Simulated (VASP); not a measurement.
# CuI (F-43m) in VASP: band structure with PBE+D3(BJ)

Aim: the band structure of CuI with PBE+D3(BJ).

Program: VASP 6.6.1. These are calculated values, not measurements. Logs are shortened: lines on timing, memory, paths and dates and some standing lists are left out, and cuts for length are marked.

**1. Starting point**

The structure is cubic, space group F-43m (No. 216). The conventional cell has a = 5.973 Å, b = 5.973 Å, c = 5.973 Å, α = 90.00°, β = 90.00°, γ = 90.00°. Around Cu (site symmetry -43m) lie 4 I at 2.59 Å. I (site symmetry -43m) has 4 Cu at 2.59 Å as nearest neighbours.

The cell was built by a generator and needn't be a form met in nature.

**2. Band structure, PBE+D3(BJ)**

File POSCAR:

```
CuI                                     
1.0
    0.0000000000      2.9863688734      2.9863688734
    2.9863688734      0.0000000000      2.9863688734
    2.9863688734      2.9863688734     -0.0000000000
  Cu              I             
     1     1
Direct
     0.0000000000000000    0.0000000000000000    0.0000000000000000
     0.2500000000000000    0.2500000000000000    0.2500000000000000
```

File INCAR.step1:

```
SYSTEM = CuI
ALGO     = Normal         ! electronic algorithm
EDIFF    = 1E-7           ! SCF threshold, eV
ENCUT    = 520            ! plane-wave cutoff, eV
GGA      = PE             ! functional
ISIF     = 2              ! what is computed and relaxed
ISMEAR   = 0              ! smearing method
IVDW     = 12             ! dispersion correction
LASPH    = .TRUE.         ! aspherical terms in the spheres
LCHARG   = .TRUE.         ! write CHGCAR
LMAXMIX  = 4              ! l up to which the mixer works
LREAL    = .FALSE.        ! projectors in reciprocal space
LWAVE    = .FALSE.        ! write WAVECAR
NBANDS   = 16             ! bands
NELM     = 80             ! most SCF steps
PREC     = Accurate       ! precision mode
SIGMA    = 0.02           ! smearing width, eV
```

File KPOINTS.step1:

```
k-points
0
G
  8 8 8
  0 0 0
```

File INCAR.step2:

```
SYSTEM = CuI
ALGO     = Normal         ! electronic algorithm
EDIFF    = 1E-7           ! SCF threshold, eV
ENCUT    = 520            ! plane-wave cutoff, eV
GGA      = PE             ! functional
ICHARG   = 11             ! starting density
ISIF     = 2              ! what is computed and relaxed
ISMEAR   = 0              ! smearing method
IVDW     = 12             ! dispersion correction
LASPH    = .TRUE.         ! aspherical terms in the spheres
LCHARG   = .FALSE.        ! write CHGCAR
LMAXMIX  = 4              ! l up to which the mixer works
LREAL    = .FALSE.        ! projectors in reciprocal space
LWAVE    = .FALSE.        ! write WAVECAR
NBANDS   = 16             ! bands
NELM     = 80             ! most SCF steps
PREC     = Accurate       ! precision mode
SIGMA    = 0.05           ! smearing width, eV
```

File KPOINTS.step2:

```
path GXWKGLUWLK,UX
10
line-mode
reciprocal
 0.0000000000  0.0000000000  0.0000000000  G
 0.5000000000  0.0000000000  0.5000000000  X

 0.5000000000  0.0000000000  0.5000000000  X
 0.5000000000  0.2500000000  0.7500000000  W

 0.5000000000  0.2500000000  0.7500000000  W
 0.3750000000  0.3750000000  0.7500000000  K

 0.3750000000  0.3750000000  0.7500000000  K
 0.0000000000  0.0000000000  0.0000000000  G

 0.0000000000  0.0000000000  0.0000000000  G
 0.5000000000  0.5000000000  0.5000000000  L

 0.5000000000  0.5000000000  0.5000000000  L
 0.6250000000  0.2500000000  0.6250000000  U

 0.6250000000  0.2500000000  0.6250000000  U
 0.5000000000  0.2500000000  0.7500000000  W

 0.5000000000  0.2500000000  0.7500000000  W
 0.5000000000  0.5000000000  0.5000000000  L

 0.5000000000  0.5000000000  0.5000000000  L
 0.3750000000  0.3750000000  0.7500000000  K

 0.6250000000  0.2500000000  0.6250000000  U
 0.5000000000  0.0000000000  0.5000000000  X
```

Potentials or basis: VASP PAW PBE potentials, release 64 (Cu, I).

Launch:

```console
> cat potpaw_PBE.64/Cu/POTCAR potpaw_PBE.64/I/POTCAR > POTCAR
> cp INCAR.step1 INCAR
> cp KPOINTS.step1 KPOINTS
> mpirun -np 1 vasp_std > vasp.out
> cp INCAR.step2 INCAR
> cp KPOINTS.step2 KPOINTS
> mpirun -np 1 vasp_std > vasp.out
```

OUTCAR:

```text
SYSTEM = CuI
   EDIFF = 1E-7
   ENCUT = 520
   GGA = PE
   ICHARG = 11
   ISIF = 2
   ISMEAR = 0
   IVDW = 12
   LASPH = .TRUE.
   LREAL = .FALSE.
   NELM = 80
   PREC = Accurate
 IVDW          = 12

 ion  position               nearest neighbor table
   1  0.000  0.000  0.000-   2 2.59   2 2.59   2 2.59   2 2.59
   2  0.250  0.250  0.250-   1 2.59   1 2.59   1 2.59   1 2.59

  LATTYP: Found a face centered cubic cell.
 ALAT       =     5.9727377468

  Lattice vectors:

 A1 = (   0.0000000000,   2.9863688734,   2.9863688734)
 A2 = (   2.9863688734,   0.0000000000,   2.9863688734)
 A3 = (   2.9863688734,   2.9863688734,   0.0000000000)

Analysis of symmetry for initial positions (statically):
=====================================================================
 Subroutine PRICEL returns:
 Original cell was already a primitive cell.

 Routine SETGRP: Setting up the symmetry group for a
 face centered cubic supercell.

 Subroutine GETGRP returns: Found 24 space group operations
 (whereof 24 operations were pure point group operations)
 out of a pool of 48 trial point group operations.

The static configuration has the point symmetry T_d .

Analysis of symmetry for dynamics (positions and initial velocities):
=====================================================================
 Subroutine PRICEL returns:
 Original cell was already a primitive cell.

 Routine SETGRP: Setting up the symmetry group for a
 face centered cubic supercell.

 Subroutine GETGRP returns: Found 24 space group operations
 (whereof 24 operations were pure point group operations)
 out of a pool of 48 trial point group operations.

The dynamic configuration has the point symmetry T_d .

 Subroutine INISYM returns: Found 24 space group operations
 (whereof 24 operations are pure point group operations),
 and found     1 'primitive' translations

----------------------------------------------------------------------------------------

                                     Primitive cell

  volume of cell :      53.2673

  direct lattice vectors                    reciprocal lattice vectors
     0.000000000  2.986368873  2.986368873    -0.167427408  0.167427408  0.167427408
     2.986368873  0.000000000  2.986368873     0.167427408 -0.167427408  0.167427408
     2.986368873  2.986368873  0.000000000     0.167427408  0.167427408 -0.167427408

  length of vectors
     4.223363363  4.223363363  4.223363363     0.289992777  0.289992777  0.289992777

  position of ions in fractional coordinates (direct lattice)
     0.000000000  0.000000000  0.000000000
     0.250000000  0.250000000  0.250000000

  ion indices of the primitive-cell ions
   primitive index   ion index
                 1           1
                 2           2

----------------------------------------------------------------------------------------

 KPOINTS: path GXWKGLUWLK,UX

Interpolating k-points between supplied coordinates.

 Line segments in fractional coordinates (reciprocal lattice):
    0.000000  0.000000  0.000000  ...  0.500000  0.000000  0.500000
    0.500000  0.000000  0.500000  ...  0.500000  0.250000  0.750000
    0.500000  0.250000  0.750000  ...  0.375000  0.375000  0.750000
    0.375000  0.375000  0.750000  ...  0.000000  0.000000  0.000000
    0.000000  0.000000  0.000000  ...  0.500000  0.500000  0.500000
    0.500000  0.500000  0.500000  ...  0.625000  0.250000  0.625000
    0.625000  0.250000  0.625000  ...  0.500000  0.250000  0.750000
    0.500000  0.250000  0.750000  ...  0.500000  0.500000  0.500000
    0.500000  0.500000  0.500000  ...  0.375000  0.375000  0.750000
    0.625000  0.250000  0.625000  ...  0.500000  0.000000  0.500000

 Generated    10 points on each line segment, for a total of    100 k-points:

 Following reciprocal coordinates:
            Coordinates               Weight
  0.000000  0.000000  0.000000      0.010000
  0.055556  0.000000  0.055556      0.010000
  0.111111  0.000000  0.111111      0.010000
  0.166667  0.000000  0.166667      0.010000
  0.222222  0.000000  0.222222      0.010000
  0.277778  0.000000  0.277778      0.010000
[... 16 lines left out ...]
  0.472222  0.277778  0.750000      0.010000
  0.458333  0.291667  0.750000      0.010000
 [... further k-points ...]
   k-points           NKPTS =    100   k-points in BZ     NKDIM =    100   number of bands    NBANDS=     16
   number of dos      NEDOS =    301   number of ions     NIONS =      2
   total plane-waves  NPLWV =  32768
   dimension x,y,z NGX =    32 NGY =   32 NGZ =   32
   dimension x,y,z NGXF=    64 NGYF=   64 NGZF=   64
   ions per type =               1   1
   NGX,Y,Z   is equivalent  to a cutoff of  12.60, 12.60, 12.60 a.u.
   NGXF,Y,Z  is equivalent  to a cutoff of  25.19, 25.19, 25.19 a.u.
 SYSTEM =  CuI
   PREC   = accura    normal or accurate (medium, high low for compatibility)
   ISTART =      0    job   : 0-new  1-cont  2-samecut
   ICHARG =     11    charge: 1-file 2-atom 10-const
   ISPIN  =      1    spin polarized calculation?
   LNONCOLLINEAR =      F non collinear calculations
   LSORBIT =      F    spin-orbit coupling
   LASPH  =      T    aspherical Exc in radial PAW
   ENCUT  =  520.0 eV  38.22 Ry    6.18 a.u.   7.85  7.85  7.85*2*pi/ulx,y,z
   NELM   =     80;   NELMIN=  2; NELMDL=  0     # of ELM steps
   EDIFF  = 0.1E-06   stopping-criterion for ELM
   LREAL  =      F    real-space projection
   EDIFFG = 0.1E-05   stopping-criterion for IOM
   NSW    =      0    number of steps for IOM
   IBRION =     -1    ionic relax: 0-MD 1-quasi-New 2-CG
   NFREE  =      0    steps in history (QN), initial steepest desc. (CG)
   ISIF   =      2    stress and relaxation
   ISYM   =      2    0-nonsym 1-usesym 2-fastsym
   POTIM  = 0.5000    time-step for ionic-motion
   TEBEG  =    0.0;   TEEND  =   0.0 temperature during run
   PSTRESS=    0.0 pullay stress
   NELECT =      18.0000    total number of electrons
   NUPDOWN=      -1.0000    fix difference up-down
   EMIN   =  10.00;   EMAX   =-10.00  energy-range for DOS
   EFERMI =   0.00;   METHOD = LEGACY
   ISMEAR =     0;   SIGMA  =   0.05  broadening in eV -4-tet -1-fermi 0-gaus
   EFERMI_NEDOS =   21; number of points for ismear=-14 and -15
   IALGO  =     38    algorithm
   IMIX   =      4    mixing-type and parameters
     AMIX     =   0.40;   BMIX     =  1.00
     AMIX_MAG =   1.60;   BMIX_MAG =  1.00
  volume/ion in A,a.u.               =      26.63       179.73
  Fermi-wavevector in a.u.,A,eV,Ry     =   1.140282  2.154820 17.690876  1.300243
  Thomas-Fermi vector in A             =   2.276984
   LORBIT       =      0    0 simple, 1 ext, 2 COOP (PROOUT), +10 PAW based schemes
   GGA     = PE    functional components
   LHFCALC =     F    Hartree Fock is set to
   AEXX    =    0.0000 exact exchange contribution
   IVDW    =    12    specifies the selected vdW correction
   LEPSILON=     F    determine dielectric tensor
   LRPA    =     F    only Hartree local field effects (RPA)
 non-spin polarized calculation
 Gauss-broadening in eV      SIGMA  =   0.05
  energy-cutoff  :      520.00
  volume of cell :       53.27
 maximum number of plane-waves:      1459
 NGX is ok and might be reduce to    32

 number of electron      18.0000004 magnetization

 Free energy of the ion-electron system (eV)
  ---------------------------------------------------
  ext. energy  EPLUGINS =         0.00000000
  ---------------------------------------------------
  free energy    TOTEN  =        -5.83383883 eV

  energy without entropy =       -5.83383883  energy(sigma->0) =       -5.83383883

 E-fermi :   5.2250     XC(G=0):  -9.1471

 val. band max:        4.9276506452   @ k =   0.0000   0.0000   0.0000
 cond. band min:       6.1953314921   @ k =   0.0000   0.0000   0.0000
 fundamental gap:      1.2676808469
 Fermi energy:         5.2250173060

 k-point     1 :       0.0000    0.0000    0.0000
  band No.  band energies     occupation
      1      -9.3251      2.00000
      2       1.0806      2.00000
      3       1.0806      2.00000
      4       1.0806      2.00000
      5       2.8840      2.00000
      6       2.8840      2.00000
[... 8 lines left out ...]
     15      14.5868      0.00000
     16      14.5868      0.00000

 k-point     2 :       0.0556    0.0000    0.0556
  band No.  band energies     occupation
      1      -9.3034      2.00000
      2       1.0103      2.00000
      3       1.0777      2.00000
      4       1.0777      2.00000
      5       2.8767      2.00000
      6       2.8868      2.00000
[... 8 lines left out ...]
     15      14.0117      0.00000
     16      14.6178      0.00000

 k-point     3 :       0.1111    0.0000    0.1111
  band No.  band energies     occupation
      1      -9.2398      2.00000
      2       0.8124      2.00000
      3       1.0694      2.00000
      4       1.0694      2.00000
      5       2.8562      2.00000
      6       2.8948      2.00000
[... 8 lines left out ...]
     15      14.1696      0.00000
     16      14.7106      0.00000

 k-point     4 :       0.1667    0.0000    0.1667
  band No.  band energies     occupation
      1      -9.1395      2.00000
      2       0.5224      2.00000
      3       1.0570      2.00000
      4       1.0570      2.00000
      5       2.8261      2.00000
      6       2.9072      2.00000
[... 8 lines left out ...]
     15      14.8641      0.00000
     16      15.0911      0.00000
[... 324 lines left out ...]
 k-point    22 :       0.4861    0.2639    0.7500
  band No.  band energies     occupation
      1      -8.4903      2.00000
      2      -0.4179      2.00000
      3       0.1663      2.00000
      4       0.9022      2.00000
      5       2.8071      2.00000
      6       2.8334      2.00000
[... 8 lines left out ...]
     15      16.6299      0.00000
     16      17.1126      0.00000

 k-point    23 :       0.4722    0.2778    0.7500
  band No.  band energies     occupation
      1      -8.4925      2.00000
      2      -0.4395      2.00000
      3       0.1897      2.00000
      4       0.9133      2.00000
      5       2.7942      2.00000
      6       2.8498      2.00000
[... 8 lines left out ...]
     15      16.4614      0.00000
     16      17.2143      0.00000

 k-point    24 :       0.4583    0.2917    0.7500
  band No.  band energies     occupation
      1      -8.4954      2.00000
      2      -0.4682      2.00000
      3       0.2181      2.00000
      4       0.9319      2.00000
      5       2.7819      2.00000
      6       2.8666      2.00000
[... 8 lines left out ...]
     15      16.2097      0.00000
     16      17.4245      0.00000

 [... further k-points ...]

------------------------ aborting loop because EDIFF is reached ----------------------------------------

 Edisp (eV)   -0.71993

 E8    (eV) :    -0.3162

  FORCE on cell =-STRESS in cart. coord.  units (eV):
  Direction    XX          YY          ZZ          XY          YZ          ZX
  --------------------------------------------------------------------------------------
  -------------------------------------------------------------------------------------
  Total      -2.34708    -2.34708    -2.34708    -0.00000     0.00000    -0.00000
  in kB     -70.59577   -70.59577   -70.59577    -0.00000     0.00000    -0.00000
  external pressure =      -70.60 kB  Pullay stress =        0.00 kB

 VOLUME and BASIS-vectors are now :
 -----------------------------------------------------------------------------
  energy-cutoff  :      520.00
  volume of cell :       53.27
      direct lattice vectors                 reciprocal lattice vectors
     0.000000000  2.986368873  2.986368873    -0.167427408  0.167427408  0.167427408
     2.986368873  0.000000000  2.986368873     0.167427408 -0.167427408  0.167427408
     2.986368873  2.986368873  0.000000000     0.167427408  0.167427408 -0.167427408

 POSITION                                       TOTAL-FORCE (eV/Angst)
 -----------------------------------------------------------------------------------
      0.00000      0.00000      0.00000        -0.000000      0.000000      0.000000
      1.49318      1.49318      1.49318         0.000000     -0.000000     -0.000000
 -----------------------------------------------------------------------------------
    total drift:                               -0.000001     -0.000001     -0.000001

  FREE ENERGIE OF THE ION-ELECTRON SYSTEM (eV)
  ---------------------------------------------------
  free  energy   TOTEN  =        -6.5537726677 eV

  energy  without entropy=       -6.5537726677  energy(sigma->0) =       -6.55377267
```

Wall time 34 s (1 thread of Intel Xeon Platinum 8488C (Sapphire Rapids), shared host); peak memory 0.23 GiB.

Results:

| Quantity | Value |
| --- | --- |
| Band gap on the k mesh | 1.27 eV, direct |
| Band gap along the path | 1.27 eV, direct |
| Dispersion energy per atom | -0.360 eV |

Levels at the corners of the path, in eV from the valence-band top:
| point | band 5 | band 6 | band 7 | band 8 | band 9 | band 10 | band 11 | band 12 | band 13 | band 14 |
| --- | --- | --- | --- | --- | --- | --- | --- | --- | --- | --- |
| Γ | -2.04 | -2.04 | 0.00 | 0.00 | 0.00 | 1.27 | 4.82 | 4.82 | 4.82 | 8.24 |
| X | -2.08 | -1.98 | -1.95 | -1.66 | -1.66 | 2.62 | 2.88 | 9.51 | 9.99 | 9.99 |
| X | -2.08 | -1.98 | -1.95 | -1.66 | -1.66 | 2.62 | 2.88 | 9.51 | 9.99 | 9.99 |
| W | -2.11 | -2.11 | -1.95 | -1.77 | -1.40 | 4.64 | 4.66 | 6.06 | 6.34 | 10.59 |
| W | -2.11 | -2.11 | -1.95 | -1.77 | -1.40 | 4.64 | 4.66 | 6.06 | 6.34 | 10.59 |
| K | -2.18 | -2.02 | -1.89 | -1.67 | -1.38 | 3.06 | 4.69 | 7.64 | 7.93 | 8.58 |
| K | -2.18 | -2.02 | -1.89 | -1.67 | -1.38 | 3.06 | 4.69 | 7.64 | 7.93 | 8.58 |
| Γ | -2.04 | -2.04 | 0.00 | 0.00 | 0.00 | 1.27 | 4.82 | 4.82 | 4.82 | 8.24 |
| Γ | -2.04 | -2.04 | 0.00 | 0.00 | 0.00 | 1.27 | 4.82 | 4.82 | 4.82 | 8.24 |
| L | -2.01 | -2.01 | -1.97 | -0.78 | -0.78 | 2.20 | 5.37 | 5.37 | 7.47 | 9.31 |
| L | -2.01 | -2.01 | -1.97 | -0.78 | -0.78 | 2.20 | 5.37 | 5.37 | 7.47 | 9.31 |
| U | -2.18 | -2.02 | -1.89 | -1.67 | -1.38 | 3.06 | 4.69 | 7.64 | 7.93 | 8.58 |
| U | -2.18 | -2.02 | -1.89 | -1.67 | -1.38 | 3.06 | 4.69 | 7.64 | 7.93 | 8.58 |
| W | -2.11 | -2.11 | -1.95 | -1.77 | -1.40 | 4.64 | 4.66 | 6.06 | 6.34 | 10.59 |
| W | -2.11 | -2.11 | -1.95 | -1.77 | -1.40 | 4.64 | 4.66 | 6.06 | 6.34 | 10.59 |
| L | -2.01 | -2.01 | -1.97 | -0.78 | -0.78 | 2.20 | 5.37 | 5.37 | 7.47 | 9.31 |
| L | -2.01 | -2.01 | -1.97 | -0.78 | -0.78 | 2.20 | 5.37 | 5.37 | 7.47 | 9.31 |
| K | -2.18 | -2.02 | -1.89 | -1.67 | -1.38 | 3.06 | 4.69 | 7.64 | 7.93 | 8.58 |
| U | -2.18 | -2.02 | -1.89 | -1.67 | -1.38 | 3.06 | 4.69 | 7.64 | 7.93 | 8.58 |
| X | -2.08 | -1.98 | -1.95 | -1.66 | -1.66 | 2.62 | 2.88 | 9.51 | 9.99 | 9.99 |

Caveat: the log is that of the step along the path at fixed density, whose energy, stress, charges and moments have no meaning; spin-orbit coupling is left out, which moves the levels of the heavy elements.
